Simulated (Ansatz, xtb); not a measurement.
## Worked example: BH(CH3)Cl + C3H8S → BH(CH3)(SH) + C3H7Cl

Species: BH(CH3)Cl, singlet; C3H8S (1-propanethiol) `CCCS`, singlet; BH(CH3)(SH), singlet; C3H7Cl `CCCCl`, singlet. The partners trade Cl for SH: B–Cl and C–SH bonds give way to B–SH and C–Cl.

Shapes, held fixed at every level: PBE0-D4/def2-TZVP. Flexible molecules stand in one conformer, not always the lowest. Programs: Ansatz 0.2.0, xtb 6.7.1, xtb 6.7.1 later snapshot. Electronic energies: no zero-point or thermal term.

At CCSD(T)/CBS estimate; 1 Eh = 2625.50 kJ/mol:

| species | energy (Eh) |
| --- | --- |
| BH(CH3)Cl | -525.071104 |
| C3H8S | -516.752019 |
| BH(CH3)(SH) | -463.660898 |
| C3H7Cl | -578.157850 |

**Question.** Work out ΔE of the reaction at this level.

**Answer.** 
1. Products less reactants: (-463.660898) + (-578.157850) − [(-525.071104) + (-516.752019)] = 0.004375 Eh = +11.5 kJ/mol.

Other levels give +7.3 (PBE-D4/def2-TZVPP) to +13.5 kJ/mol (MP2/def2-TZVPP). No measured value is set beside it here. The CBS estimate extrapolates MP2 from def2-TZVPP and def2-QZVPP and adds CCSD(T) − MP2 in the triple-zeta set, cores frozen.
